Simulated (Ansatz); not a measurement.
**CdSe: how the settings move a single-point run**

How sensitive is a single-point run of CdSe to its settings? A reference run comes first, then one run with altered input. The cell is built on a prototype (rocksalt) and needn't be the phase found in nature.

Computed with Ansatz 0.2.0 (reference: DFT, PBE, plane waves, PAW, unless a step's input says otherwise).

2 further runs of the same task are left out: 2 that didn't finish.

## Step 1: The starting structure

Symmetry: Fm-3m, No. 225, cubic system. The conventional cell has a = 5.686 Å, b = 5.686 Å, c = 5.686 Å, α = 90.00°, β = 90.00°, γ = 90.00°. Cd (site symmetry m-3m) has 6 Se at 2.84 Å as nearest neighbours. Around Se (site symmetry m-3m) lie 6 Cd at 2.84 Å.

Structure file:

```cif
data_structure
_symmetry_space_group_name_H-M 'Fm-3m'
_symmetry_Int_Tables_number 225
_cell_length_a 5.6859
_cell_length_b 5.6859
_cell_length_c 5.6859
_cell_angle_alpha 90.000
_cell_angle_beta 90.000
_cell_angle_gamma 90.000
_cell_volume 183.82
loop_
_atom_site_label
_atom_site_type_symbol
_atom_site_symmetry_multiplicity
_atom_site_Wyckoff_symbol
_atom_site_fract_x
_atom_site_fract_y
_atom_site_fract_z
_atom_site_occupancy
Cd1 Cd 4 a 0.00000 0.00000 0.00000 1
Se1 Se 4 b 0.50000 0.00000 0.00000 1
```

## Step 2: Reference

input.yaml

```yaml
crystal:
  lattice:
    - [0.0, 2.8429458735, 2.8429458735]
    - [2.8429458735, 0.0, 2.8429458735]
    - [2.8429458735, 2.8429458735, 0.0]
  atoms:
    - { symbol: Cd, position: [0.0, 0.0, 0.0] }
    - { symbol: Se, position: [0.5, 0.5, 0.5] }
kpoints:
  mp_grid: { grid: [6, 6, 6] }
hamiltonian:
  xc: pbe
scf:
  occupations: { method: fermi_dirac, width: 0.02 }
  n_extra_bands: 4
output:
  forces: true
  stress: true
  eigenvalues: true
```

The run is started by

```sh
$ ansatz run input.yaml --threads 4 --pin off --max-ram 3686MiB --backend cpu --events-out ev --progress --plain --runs-dir out
```

## Step 3: Changed: occupations.method gaussian, occupations.width 0.2

Changes to input.yaml since step 2:

```diff
@@ -13,3 +13,3 @@
 scf:
-  occupations: { method: fermi_dirac, width: 0.02 }
+  occupations: { method: gaussian, width: 0.2 }
   n_extra_bands: 4
```

Q: Predict the outcome of this session. Wanted: for each run, ending; energy change; pressure; gap; force.

As calculated:

```tsv
run	ending	energy change	pressure (GPa)	gap (eV)	force (eV/Å)	cycles	time
reference	converged	0	1.8	0.00	0.00	6	0.68 s
1: occupations.method gaussian, occupations.width 0.2	converged	-0.9 meV/atom (σ→0)	1.8	0.00	0.00	6	0.63 s
```

Residual by cycle in the longest SCF loop of each run; runs are numbered as in the table. The quantity is the density residual dr2, in eV.

```tsv
cycle	reference	run 1
1	1.9e-4	2.0e-4
2	3.8e-5	2.4e-5
3	4.7e-6	4.9e-6
4	2.8e-7	1.5e-7
5	8.1e-9	1.3e-7
6	3.7e-10	2.6e-9
```

**Reading.** Changing the smearing moves the energy by -0.9 meV/atom (σ→0 values). Semilocal functionals close small gaps, so the missing gap need not be the real solid's.
